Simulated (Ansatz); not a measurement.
## KI under changes of volume

One of the cells (44.091 Å³/atom); the others are scaled copies at fixed shape and fractional positions:

```
CELL_PARAMETERS angstrom
0.00000 3.53277 3.53277
3.53277 0.00000 3.53277
3.53277 3.53277 0.00000
ATOMIC_POSITIONS crystal
I 0.50000 0.50000 0.50000
K 0.00000 0.00000 0.00000
```

* Program: Ansatz 0.2.0
* Functional: PBEsol
* Potentials or basis: all-electron LAPW, scalar-relativistic
* Cutoff: 127 eV (chosen from the basis error)
* Basis error allowed: 0.0005 eV/atom
* k mesh: 7 × 7 × 7
* Occupations: fermi-dirac, width 0.05 eV
* Spin: no spin polarisation

```tsv
volume (Å³/atom)	energy over the lowest point (meV/atom)	pressure (GPa)	gap on the mesh (eV)
41.445	2.27	0.5	3.95
42.327	0.38	0.2	3.91
43.209	0.00	-0.1	3.86
44.091	0.96	-0.3	3.82
44.973	3.09	-0.5	3.78
45.854	6.28	-0.7	3.74
46.736	?	?	?
```

What does the run at 46.736 Å³/atom give?

Energy over the lowest point 10.39 meV/atom; pressure -0.8 GPa; gap on the mesh 3.70 eV.

Worked out: A Birch-Murnaghan fit of order 3 (a polynomial in V^(-2/3)) to the other rows has its minimum at 43.00 Å³/atom with B0 = V·E''(V) = 12.2 GPa and B' = 4.9. It gives 10.40 meV/atom at 46.736 Å³/atom, against the run's 10.39, and -dE/dV = -0.8 GPa, against -0.8. A straight line through the other rows of the gap, of slope -2.09 eV per unit of ln V (its deformation potential), extrapolates to 3.70 eV, against the run's 3.70.

Energies are extrapolated to zero smearing.

Caveats: spin-orbit coupling is left out, which moves the levels of the heavy elements; an odd mesh through Γ misses points on the zone boundary, where band edges often lie (some runs).
